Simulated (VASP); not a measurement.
# Mo (Im-3m) in VASP: relaxation of cell and atoms with PBE

Aim: the relaxation of cell and atoms of Mo with PBE.

Program: VASP 6.6.1. These are calculated values, not measurements. Logs are shortened: lines on timing, memory, paths and dates and some standing lists are left out, and cuts for length are marked.

### Step 1. Starting point

The structure is cubic, space group Im-3m (No. 229). The conventional cell has a = 3.160 Å, b = 3.160 Å, c = 3.160 Å, α = 90.00°, β = 90.00°, γ = 90.00°. Around Mo (site symmetry m-3m) lie 8 Mo at 2.74 Å.

The cell was built by a generator and needn't be a form met in nature.

### Step 2. Relaxation of cell and atoms, PBE

Input file INCAR:

```
SYSTEM = Mo
PREC = Accurate ; ENCUT = 600
EDIFF = 1E-7 ; ISMEAR = 1
SIGMA = 0.2 ; LREAL = .False.
LASPH = .True. ; NELM = 80
ALGO = Normal ; ISIF = 3
LWAVE = .False. ; LCHARG = .False.
GGA = PE ; IBRION = 2
NSW = 60 ; EDIFFG = -0.01
KPAR = 4
```

Input file KPOINTS:

```
regular mesh
0
Gamma
  12 12 12
  0 0 0
```

Input file POSCAR:

```
Mo
1.0
   -1.5800000000      1.5800000000      1.5800000000
    1.5800000000     -1.5800000000      1.5800000000
    1.5800000000      1.5800000000     -1.5800000000
Mo
1
Direct
    0.0000000000      0.0000000000      0.0000000000
```

Potentials or basis: VASP PAW PBE potentials, release 64 (Mo_sv).

Launch:

```bash
> cat potpaw_PBE.64/Mo_sv/POTCAR > POTCAR
> mpirun -np 4 vasp_std > vasp.out
```

OUTCAR:

```text
SYSTEM = Mo
   PREC = Accurate
   ENCUT = 600
   EDIFF = 1E-7
   ISMEAR = 1
   LREAL = .False.
   LASPH = .True.
   NELM = 80
   ISIF = 3
   GGA = PE
   IBRION = 2
   NSW = 60
   EDIFFG = -0.01

 ion  position               nearest neighbor table
   1  0.000  0.000  0.000-

  LATTYP: Found a body centered cubic cell.
 ALAT       =     3.1600000000

  Lattice vectors:

 A1 = (  -1.5800000000,   1.5800000000,   1.5800000000)
 A2 = (   1.5800000000,  -1.5800000000,   1.5800000000)
 A3 = (   1.5800000000,   1.5800000000,  -1.5800000000)

Analysis of symmetry for initial positions (statically):
=====================================================================
 Subroutine PRICEL returns:
 Original cell was already a primitive cell.

 Routine SETGRP: Setting up the symmetry group for a
 body centered cubic supercell.

 Subroutine GETGRP returns: Found 48 space group operations
 (whereof 48 operations were pure point group operations)
 out of a pool of 48 trial point group operations.

The static configuration has the point symmetry O_h .

Analysis of symmetry for dynamics (positions and initial velocities):
=====================================================================
 Subroutine PRICEL returns:
 Original cell was already a primitive cell.

 Routine SETGRP: Setting up the symmetry group for a
 body centered cubic supercell.

 Subroutine GETGRP returns: Found 48 space group operations
 (whereof 48 operations were pure point group operations)
 out of a pool of 48 trial point group operations.

The dynamic configuration has the point symmetry O_h .

 Subroutine INISYM returns: Found 48 space group operations
 (whereof 48 operations are pure point group operations),
 and found     1 'primitive' translations

----------------------------------------------------------------------------------------

                                     Primitive cell

  volume of cell :      15.7772

  direct lattice vectors                    reciprocal lattice vectors
    -1.580000000  1.580000000  1.580000000     0.000000000  0.316455696  0.316455696
     1.580000000 -1.580000000  1.580000000     0.316455696  0.000000000  0.316455696
     1.580000000  1.580000000 -1.580000000     0.316455696  0.316455696  0.000000000

  length of vectors
     2.736640276  2.736640276  2.736640276     0.447535937  0.447535937  0.447535937

  position of ions in fractional coordinates (direct lattice)
[... 98 lines left out ...]
  volume/ion in A,a.u.               =      15.78       106.47
  Fermi-wavevector in a.u.,A,eV,Ry     =   1.573163  2.972847 33.672273  2.474842
  Thomas-Fermi vector in A             =   2.674489
   LORBIT       =      0    0 simple, 1 ext, 2 COOP (PROOUT), +10 PAW based schemes
   GGA     = PE    functional components
   LHFCALC =     F    Hartree Fock is set to
   AEXX    =    0.0000 exact exchange contribution
   IVDW    =     0    specifies the selected vdW correction
   LEPSILON=     F    determine dielectric tensor
   LRPA    =     F    only Hartree local field effects (RPA)
 conjugate gradient relaxation of ions
 non-spin polarized calculation
 Methfessel and Paxton  Order N= 1 SIGMA  =   0.20
  energy-cutoff  :      600.00
  volume of cell :       15.78
 maximum number of plane-waves:       543
 NGX is ok and might be reduce to    24
   NGX = 11   NGY = 11   NGZ = 11

--------------------------------------- Ionic step        1  -------------------------------------------

 number of electron      14.0000002 magnetization

 Free energy of the ion-electron system (eV)
  ---------------------------------------------------
  ext. energy  EPLUGINS =         0.00000000
  ---------------------------------------------------
  free energy    TOTEN  =       -10.95020685 eV

  energy without entropy =      -10.95206319  energy(sigma->0) =      -10.95082563

------------------------ aborting loop because EDIFF is reached ----------------------------------------

  FORCE on cell =-STRESS in cart. coord.  units (eV):
  Direction    XX          YY          ZZ          XY          YZ          ZX
  --------------------------------------------------------------------------------------
  -------------------------------------------------------------------------------------
  Total        0.0397863      0.0397863      0.0397863      0.0000000     -0.0000000      0.0000000
  in kB        4.0402941      4.0402941      4.0402941      0.0000000     -0.0000000      0.0000000
  external PRESSURE =       4.0402941 kB  Pullay stress =       0.0000000 kB
[... 57 lines left out ...]
--------------------------------------- Ionic step        3  -------------------------------------------

 number of electron      14.0000002 magnetization

 Free energy of the ion-electron system (eV)
  ---------------------------------------------------
  ext. energy  EPLUGINS =         0.00000000
  ---------------------------------------------------
  free energy    TOTEN  =       -10.95023626 eV

  energy without entropy =      -10.95209282  energy(sigma->0) =      -10.95085511

 E-fermi :  12.3809     XC(G=0): -13.3293

 val. band max:       12.3705683314   @ k =   0.5000   0.5000   0.0833
 cond. band min:      12.4245879325   @ k =  -0.3333   0.3333   0.2500
 fundamental gap:      0.0540196010
 Fermi energy:        12.3809203108

 k-point     1 :       0.0000    0.0000    0.0000
  band No.  band energies     occupation
      1     -48.8581      2.00000
      2     -22.1493      2.00000
      3     -22.1493      2.00000
      4     -22.1493      2.00000
      5       5.2210      2.00000
      6      11.0784      2.00000
      7      11.0784      2.00000
      8      11.0784      2.00000
      9      14.0635     -0.00000
     10      14.0635     -0.00000
     11      27.2365      0.00000
[... 309 lines left out ...]
 k-point    24 :       0.4167    0.0833    0.0833
  band No.  band energies     occupation
      1     -48.5996      2.00000
      2     -23.4136      2.00000
      3     -22.6455      2.00000
      4     -22.2506      2.00000
      5       7.7309      2.00000
      6       9.0630      2.00000
      7      12.7224     -0.03646
      8      14.2477     -0.00000
      9      14.7363     -0.00000
     10      18.7000      0.00000
     11      23.3385      0.00000

 [... further k-points ...]

------------------------ aborting loop because EDIFF is reached ----------------------------------------

  FORCE on cell =-STRESS in cart. coord.  units (eV):
  Direction    XX          YY          ZZ          XY          YZ          ZX
  --------------------------------------------------------------------------------------
  -------------------------------------------------------------------------------------
  Total        0.0007183      0.0007183      0.0007183      0.0000000      0.0000000     -0.0000000
  in kB        0.0728318      0.0728318      0.0728318      0.0000000      0.0000000     -0.0000000
  external PRESSURE =       0.0728318 kB  Pullay stress =       0.0000000 kB
[... 16 lines left out ...]
  FREE ENERGIE OF THE ION-ELECTRON SYSTEM (eV)
  ---------------------------------------------------
  free  energy   TOTEN  =       -10.9502362602 eV

  energy  without entropy=      -10.9520928189  energy(sigma->0) =      -10.95085511

 reached required accuracy - stopping structural energy minimisation
```

CONTCAR:

```text
Mo
   1.00000000000000
    -1.5807922697641053    1.5807922697641053    1.5807922697641053
     1.5807922697641053   -1.5807922697641053    1.5807922697641053
     1.5807922697641053    1.5807922697641053   -1.5807922697641053
  Mo
     1
Direct
     0.0000000000000000    0.0000000000000000    0.0000000000000000

  0.00000000E+00  0.00000000E+00  0.00000000E+00
```

Wall time 9.8 s (4 MPI ranks of Intel Xeon Platinum 8559C (Emerald Rapids), shared host); peak memory 0.14 GiB.

Results:

| Quantity | Value |
| --- | --- |
| Free energy | -10.9502 eV |
| Relaxed volume | 15.80 Å³/atom |
| Relaxed cell | a = 2.738 Å, b = 2.738 Å, c = 2.738 Å, α = 109.47°, β = 109.47°, γ = 109.47° |
| Space group after relaxing (to 0.05 Å) | Im-3m (No. 229) |
| Energy gained by relaxing | 0.0 meV/atom |
| Ionic steps | 3 |
| Pressure after relaxing | 0.0 GPa |
| Band gap on the k mesh | none (metal or under the smearing width) |

Final structure:
```
Mo
1.0
    -1.58079    1.58079    1.58079
     1.58079   -1.58079    1.58079
     1.58079    1.58079   -1.58079
Mo
1
Direct
  0.00000 0.00000 0.00000
```

Levels at points of the mesh, in eV from the Fermi level:
| k point | band 3 | band 4 | band 5 | band 6 | band 7 | band 8 | band 9 | band 10 | band 11 |
| --- | --- | --- | --- | --- | --- | --- | --- | --- | --- |
| (0.00, 0.00, 0.00) | -34.53 | -34.53 | -7.16 | -1.30 | -1.30 | -1.30 | 1.68 | 1.68 | 14.86 |
| (0.50, 0.00, 0.00) | -34.96 | -34.54 | -5.22 | -3.31 | 1.63 | 1.70 | 2.33 | 4.71 | 11.52 |
| (0.50, 0.50, 0.50) | -35.46 | -35.46 | -5.32 | -5.32 | 3.96 | 3.96 | 3.96 | 9.02 | 9.02 |
